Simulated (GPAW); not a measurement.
Crystal: Ga.

```xyz
4
Lattice="3.8170 -2.3266 0.0000 3.8170 2.3266 0.0000 0.0000 0.0000 4.4883" Properties=species:S:1:pos:R:3 pbc="T T T"
Ga    2.5773   -1.5260    1.1221
Ga    2.5773    1.5260    3.3662
Ga    5.0566    1.5260    3.3662
Ga    5.0566   -1.5260    1.1221
```

This isn't the form of Ga at room conditions, which is orthorhombic.

- Program: GPAW 26.7.0
- Task: relaxation of cell and atoms
- Functional: PBEsol
- Dispersion: D3(BJ)+ATM
- Potentials or basis: PAW data sets generated in the run's folder for this functional
- Cutoff: 600 eV
- Basis: pw
- k mesh: 6 × 6 × 5
- Occupations: fermi-dirac, width 0.05 eV
- Spin: no spin polarisation

At the start: pressure -1.5 GPa; volume 19.93 Å³/atom.

Problem. How do energy, volume and symmetry change on relaxing?

Solution. Over 16 steps the energy falls by 7.4 meV/atom and the volume is 19.24 Å³/atom (-3.5 %); space group Cmcm (No. 63, to 0.05 Å).

Step by step:
```
step  energy change (eV)  largest force (eV/Å)  pressure (GPa)  volume (Å³)
   1              0.0000                0.0399           -1.48        79.72
   2             -0.0018                0.0405           -1.37        79.56
   3             -0.0152                0.0727            0.47        77.13
   4             -0.0158                0.0643            0.37        77.24
   5             -0.0195                0.0567           -0.03        77.60
   6             -0.0222                0.1017           -0.09        77.55
   7             -0.0255                0.1259            0.01        77.25
   8             -0.0273                0.0947            0.13        76.99
   9             -0.0283                0.0276            0.15        76.92
  10             -0.0286                0.0143            0.05        77.03
  11             -0.0287                0.0181           -0.03        77.12
  12             -0.0288                0.0185           -0.11        77.19
  13             -0.0291                0.0155           -0.18        77.24
  14             -0.0294                0.0081           -0.20        77.20
  15             -0.0296                0.0037           -0.11        77.07
  16             -0.0296                0.0047           -0.02        76.96
```

Final structure:
```xyz
4
Lattice="3.8479 -2.2369 0.0000 3.8479 2.2369 0.0000 0.0000 0.0000 4.4705" Properties=species:S:1:pos:R:3 pbc="T T T"
Ga    2.6218   -1.4116    1.1176
Ga    2.6218    1.4117    3.3529
Ga    5.0739    1.4117    3.3529
Ga    5.0739   -1.4116    1.1176
```

Caveat: later steps reuse the first step's grids; pairwise dispersion overbinds metals, which lowers pressure and volume.
